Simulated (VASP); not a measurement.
# PbS (Fm-3m) in VASP: relaxation of cell and atoms with PBE

Aim: the relaxation of cell and atoms of PbS with PBE.

All numbers are computed with VASP 6.6.1; they aren't measurements. Logs are shortened: lines on timing, memory, paths and dates and some standing lists are left out, and cuts for length are marked.

### Step 1. Starting point

Symmetry: Fm-3m, No. 225, cubic system. Conventional cell: a = 5.931 Å, b = 5.931 Å, c = 5.931 Å, α = 90.00°, β = 90.00°, γ = 90.00°. Pb (site symmetry m-3m) is surrounded by 6 S at 2.97 Å. S (site symmetry m-3m) has 6 Pb at 2.97 Å as nearest neighbours.

### Step 2. Relaxation of cell and atoms, PBE

Input file INCAR:

```
  PREC = Accurate
  ENCUT = 600
  EDIFF = 1E-7
  ISMEAR = 0
  SIGMA = 0.02
  LREAL = F
  LASPH = T
  NELM = 100
  ALGO = Normal
  ISIF = 3
  LWAVE = F
  LCHARG = F
  GGA = PE
  IBRION = 2
  NSW = 80
  EDIFFG = -0.004
```

Input file KPOINTS:

```
regular mesh
0
Gamma
  10 10 10
```

Input file POSCAR:

```
PbS
1.0
    0.0000000000      2.9657500000      2.9657500000
    2.9657500000      0.0000000000      2.9657500000
    2.9657500000      2.9657500000      0.0000000000
Pb S
1 1
Direct
    0.0000000000      0.0000000000      0.0000000000
    0.5000000000      0.5000000000      0.5000000000
```

Potentials or basis: VASP PAW PBE potentials, release 64 (Pb_d, S).

Run with:

```sh
> cat potpaw_PBE.64/Pb_d/POTCAR potpaw_PBE.64/S/POTCAR > POTCAR
> mpirun -np 1 vasp_std > vasp.out
```

OUTCAR:

```text
PREC = Accurate
   ENCUT = 600
   EDIFF = 1E-7
   ISMEAR = 0
   LREAL = F
   LASPH = T
   NELM = 100
   ISIF = 3
   GGA = PE
   IBRION = 2
   NSW = 80
   EDIFFG = -0.004

 ion  position               nearest neighbor table
   1  0.000  0.000  0.000-   2 2.97   2 2.97   2 2.97   2 2.97   2 2.97   2 2.97
   2  0.500  0.500  0.500-   1 2.97   1 2.97   1 2.97   1 2.97   1 2.97   1 2.97

  LATTYP: Found a face centered cubic cell.
 ALAT       =     5.9315000000

  Lattice vectors:

 A1 = (   0.0000000000,   2.9657500000,   2.9657500000)
 A2 = (   2.9657500000,   0.0000000000,   2.9657500000)
 A3 = (   2.9657500000,   2.9657500000,   0.0000000000)

Analysis of symmetry for initial positions (statically):
=====================================================================
 Subroutine PRICEL returns:
 Original cell was already a primitive cell.

 Routine SETGRP: Setting up the symmetry group for a
 face centered cubic supercell.

 Subroutine GETGRP returns: Found 48 space group operations
 (whereof 48 operations were pure point group operations)
 out of a pool of 48 trial point group operations.

The static configuration has the point symmetry O_h .

Analysis of symmetry for dynamics (positions and initial velocities):
=====================================================================
 Subroutine PRICEL returns:
 Original cell was already a primitive cell.

 Routine SETGRP: Setting up the symmetry group for a
 face centered cubic supercell.

 Subroutine GETGRP returns: Found 48 space group operations
 (whereof 48 operations were pure point group operations)
 out of a pool of 48 trial point group operations.

The dynamic configuration has the point symmetry O_h .

 Subroutine INISYM returns: Found 48 space group operations
 (whereof 48 operations are pure point group operations),
 and found     1 'primitive' translations

----------------------------------------------------------------------------------------

                                     Primitive cell

  volume of cell :      52.1715

  direct lattice vectors                    reciprocal lattice vectors
     0.000000000  2.965750000  2.965750000    -0.168591419  0.168591419  0.168591419
     2.965750000  0.000000000  2.965750000     0.168591419 -0.168591419  0.168591419
     2.965750000  2.965750000  0.000000000     0.168591419  0.168591419 -0.168591419

  length of vectors
     4.194203873  4.194203873  4.194203873     0.292008903  0.292008903  0.292008903

  position of ions in fractional coordinates (direct lattice)
     0.000000000  0.000000000  0.000000000
     0.500000000  0.500000000  0.500000000

  ion indices of the primitive-cell ions
   primitive index   ion index
                 1           1
                 2           2

----------------------------------------------------------------------------------------

 KPOINTS: regular mesh

Automatic generation of k-mesh.
 Grid dimensions read from file:
 generate k-points for:   10   10   10

 Generating k-lattice:

  Cartesian coordinates                     Fractional coordinates (reciprocal lattice)
    -0.016859142  0.016859142  0.016859142     0.100000000  0.000000000  0.000000000
     0.016859142 -0.016859142  0.016859142     0.000000000  0.100000000  0.000000000
     0.016859142  0.016859142 -0.016859142     0.000000000  0.000000000  0.100000000

  Length of vectors
     0.029200890  0.029200890  0.029200890

  Shift w.r.t. Gamma in fractional coordinates (k-lattice)
     0.000000000  0.000000000  0.000000000

 Subroutine IBZKPT returns following result:
 ===========================================

 Found     47 irreducible k-points:

 Following reciprocal coordinates:
            Coordinates               Weight
  0.000000  0.000000  0.000000      1.000000
  0.100000  0.000000  0.000000      8.000000
  0.200000  0.000000  0.000000      8.000000
  0.300000  0.000000  0.000000      8.000000
  0.400000  0.000000  0.000000      8.000000
  0.500000  0.000000  0.000000      4.000000
[... 16 lines left out ...]
  0.300000  0.300000  0.000000      6.000000
  0.400000  0.300000  0.000000     24.000000
 [... further k-points ...]
   k-points           NKPTS =     47   k-points in BZ     NKDIM =     47   number of bands    NBANDS=     14
   number of dos      NEDOS =    301   number of ions     NIONS =      2
   total plane-waves  NPLWV =  46656
   dimension x,y,z NGX =    36 NGY =   36 NGZ =   36
   dimension x,y,z NGXF=    72 NGYF=   72 NGZF=   72
   ions per type =               1   1
   NGX,Y,Z   is equivalent  to a cutoff of  14.27, 14.27, 14.27 a.u.
   NGXF,Y,Z  is equivalent  to a cutoff of  28.54, 28.54, 28.54 a.u.
 SYSTEM =  unknown system
   PREC   = accura    normal or accurate (medium, high low for compatibility)
   ISTART =      0    job   : 0-new  1-cont  2-samecut
   ICHARG =      2    charge: 1-file 2-atom 10-const
   ISPIN  =      1    spin polarized calculation?
   LNONCOLLINEAR =      F non collinear calculations
   LSORBIT =      F    spin-orbit coupling
   LASPH  =      T    aspherical Exc in radial PAW
   ENCUT  =  600.0 eV  44.10 Ry    6.64 a.u.   8.38  8.38  8.38*2*pi/ulx,y,z
   NELM   =    100;   NELMIN=  2; NELMDL= -5     # of ELM steps
   EDIFF  = 0.1E-06   stopping-criterion for ELM
   LREAL  =      F    real-space projection
   EDIFFG = -.4E-02   stopping-criterion for IOM
   NSW    =     80    number of steps for IOM
   IBRION =      2    ionic relax: 0-MD 1-quasi-New 2-CG
   NFREE  =      1    steps in history (QN), initial steepest desc. (CG)
   ISIF   =      3    stress and relaxation
   ISYM   =      2    0-nonsym 1-usesym 2-fastsym
   POTIM  = 0.5000    time-step for ionic-motion
   TEBEG  =    0.0;   TEEND  =   0.0 temperature during run
   PSTRESS=    0.0 pullay stress
   NELECT =      20.0000    total number of electrons
   NUPDOWN=      -1.0000    fix difference up-down
   EMIN   =  10.00;   EMAX   =-10.00  energy-range for DOS
   EFERMI =   0.00;   METHOD = LEGACY
   ISMEAR =     0;   SIGMA  =   0.02  broadening in eV -4-tet -1-fermi 0-gaus
   EFERMI_NEDOS =   21; number of points for ismear=-14 and -15
   IALGO  =     38    algorithm
   IMIX   =      4    mixing-type and parameters
     AMIX     =   0.40;   BMIX     =  1.00
     AMIX_MAG =   1.60;   BMIX_MAG =  1.00
  volume/ion in A,a.u.               =      26.09       176.04
  Fermi-wavevector in a.u.,A,eV,Ry     =   1.189251  2.247359 19.242973  1.414319
  Thomas-Fermi vector in A             =   2.325363
   LORBIT       =      0    0 simple, 1 ext, 2 COOP (PROOUT), +10 PAW based schemes
   GGA     = PE    functional components
   LHFCALC =     F    Hartree Fock is set to
   AEXX    =    0.0000 exact exchange contribution
   IVDW    =     0    specifies the selected vdW correction
   LEPSILON=     F    determine dielectric tensor
   LRPA    =     F    only Hartree local field effects (RPA)
 conjugate gradient relaxation of ions
 non-spin polarized calculation
 Gauss-broadening in eV      SIGMA  =   0.02
  energy-cutoff  :      600.00
  volume of cell :       52.17
 maximum number of plane-waves:      1807
 NGX is ok and might be reduce to    36
   NGX = 17   NGY = 17   NGZ = 17

--------------------------------------- Ionic step        1  -------------------------------------------

 number of electron      20.0000002 magnetization

 Free energy of the ion-electron system (eV)
  ---------------------------------------------------
  ext. energy  EPLUGINS =         0.00000000
  ---------------------------------------------------
  free energy    TOTEN  =        -8.75581060 eV

  energy without entropy =       -8.75581060  energy(sigma->0) =       -8.75581060

------------------------ aborting loop because EDIFF is reached ----------------------------------------

  FORCE on cell =-STRESS in cart. coord.  units (eV):
  Direction    XX          YY          ZZ          XY          YZ          ZX
  --------------------------------------------------------------------------------------
  -------------------------------------------------------------------------------------
  Total        0.7215617      0.7215617      0.7215617      0.0000000      0.0000000      0.0000000
  in kB       22.1590152     22.1590152     22.1590152      0.0000000      0.0000000      0.0000000
  external PRESSURE =      22.1590152 kB  Pullay stress =       0.0000000 kB
[... 57 lines left out ...]
  energy  without entropy=       -8.7678315948  energy(sigma->0) =       -8.76783159

--------------------------------------- Ionic step        3  -------------------------------------------

 number of electron      19.9999998 magnetization

 Free energy of the ion-electron system (eV)
  ---------------------------------------------------
  ext. energy  EPLUGINS =         0.00000000
  ---------------------------------------------------
  free energy    TOTEN  =        -8.76943751 eV

  energy without entropy =       -8.76943751  energy(sigma->0) =       -8.76943751

 E-fermi :   5.4054     XC(G=0):  -9.5031

 val. band max:        5.2895973131   @ k =   0.5000   0.0000   0.0000
 cond. band min:       5.7868598505   @ k =   0.5000   0.0000   0.0000
 fundamental gap:      0.4972625374
 Fermi energy:         5.4054367293

 k-point     1 :       0.0000    0.0000    0.0000
  band No.  band energies     occupation
      1     -11.4397      2.00000
      2     -11.4397      2.00000
      3     -11.4397      2.00000
      4     -11.4224      2.00000
      5     -11.4224      2.00000
      6      -7.9310      2.00000
      7      -0.7773      2.00000
      8       3.3427      2.00000
      9       3.3427      2.00000
     10       3.3427      2.00000
     11      10.4262      0.00000
     12      10.4262      0.00000
     13      10.4262      0.00000
     14      12.1540      0.00000
[... 375 lines left out ...]
 k-point    24 :       0.4000    0.3000    0.0000
  band No.  band energies     occupation
      1     -11.5078      2.00000
      2     -11.4537      2.00000
      3     -11.4108      2.00000
      4     -11.4004      2.00000
      5     -11.3957      2.00000
      6      -6.7850      2.00000
      7      -2.1637      2.00000
      8       1.9629      2.00000
      9       2.4419      2.00000
     10       2.5980      2.00000
     11       9.0515      0.00000
     12       9.5977      0.00000
     13      10.1867      0.00000
     14      10.6902      0.00000

 [... further k-points ...]
[... 5 lines left out ...]
  --------------------------------------------------------------------------------------
  -------------------------------------------------------------------------------------
  Total        0.0024337      0.0024337      0.0024337     -0.0000000     -0.0000000     -0.0000000
  in kB        0.0719303      0.0719303      0.0719303     -0.0000000     -0.0000000     -0.0000000
  external PRESSURE =       0.0719303 kB  Pullay stress =       0.0000000 kB
[... 17 lines left out ...]
  FREE ENERGIE OF THE ION-ELECTRON SYSTEM (eV)
  ---------------------------------------------------
  free  energy   TOTEN  =        -8.7694375065 eV

  energy  without entropy=       -8.7694375065  energy(sigma->0) =       -8.76943751

 reached required accuracy - stopping structural energy minimisation
```

Wall time 97 s (1 thread of Intel Xeon Platinum 8375C at 2.90GHz (Ice Lake), shared host); peak memory 0.23 GiB.

Results:

```yaml
Free_energy: -8.7694 eV
Relaxed_volume: 27.10 Å³/atom
Relaxed_cell: a = 4.248 Å, b = 4.248 Å, c = 4.248 Å, α = 60.00°, β = 60.00°, γ = 60.00°
Space_group_after_relaxing_to_0.05_Å: Fm-3m (No. 225)
Energy_gained_by_relaxing: 6.8 meV/atom
Ionic_steps: 3
Pressure_after_relaxing: 0.0 GPa
Band_gap_on_the_k_mesh: 0.50 eV, direct
```

The path:
```
step  energy change (eV)  largest force (eV/Å)  pressure (GPa)  volume (Å³)
   1              0.0000                0.0000            2.22        52.17
   2             -0.0120                0.0000           -0.69        54.94
   3             -0.0136                0.0000            0.01        54.21
```

Final structure:
```yaml
crystal:
  lattice:
    - [0.00000, 3.00384, 3.00384]
    - [3.00384, 0.00000, 3.00384]
    - [3.00384, 3.00384, 0.00000]
  atoms:
    - { symbol: Pb, position: [0.00000, 0.00000, 0.00000] }
    - { symbol: S, position: [0.50000, 0.50000, 0.50000] }
```

Caveat: spin-orbit coupling is left out, which as a rule narrows the gap of such compounds by several tenths of an eV.
